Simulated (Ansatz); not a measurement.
Te:

```
Te
1.0
     4.45400    0.00000    0.00000
    -2.22700    3.85728    0.00000
     0.00000    0.00000    5.92400
Te
3
Direct
  0.73100 0.73100 0.00000
  0.00000 0.26900 0.66667
  0.26900 0.00000 0.33333
```

Base run:

```yaml
Program: Ansatz 0.2.0
Functional: HSE06 form with a typed share of exact exchange
Potentials_or_basis: Ansatz PAW
Cutoff: "420 eV (not typed: the program's choice for these potentials)"
k_mesh: 4 × 4 × 3
Occupations: fermi-dirac, width 0.05 eV
Spin: no spin polarisation
```

Its results: band gap on the k mesh 1.05 eV, indirect (least direct gap 1.27 eV); pressure 0.3 GPa; largest force 0.159 eV/Å.

Problem. The run is repeated on the same cell with these changes: screening (1/å) from 0.4 to 0.1. What comes out?

Solution. Band gap on the k mesh 1.52 eV, indirect (least direct gap 1.73 eV); pressure -0.3 GPa; largest force 0.377 eV/Å.

Caveats: odd divisions of the mesh miss points on the zone boundary, where band edges often lie, so the gap on the mesh can be too wide; spin-orbit coupling is left out, which moves the levels of the heavy elements; the PAW data sets come from PBE, with cores solved anew for the run's functional, which leaves a small shift of forces and pressure; the thresholds are loose for stress.

A k mesh can miss the band edges.
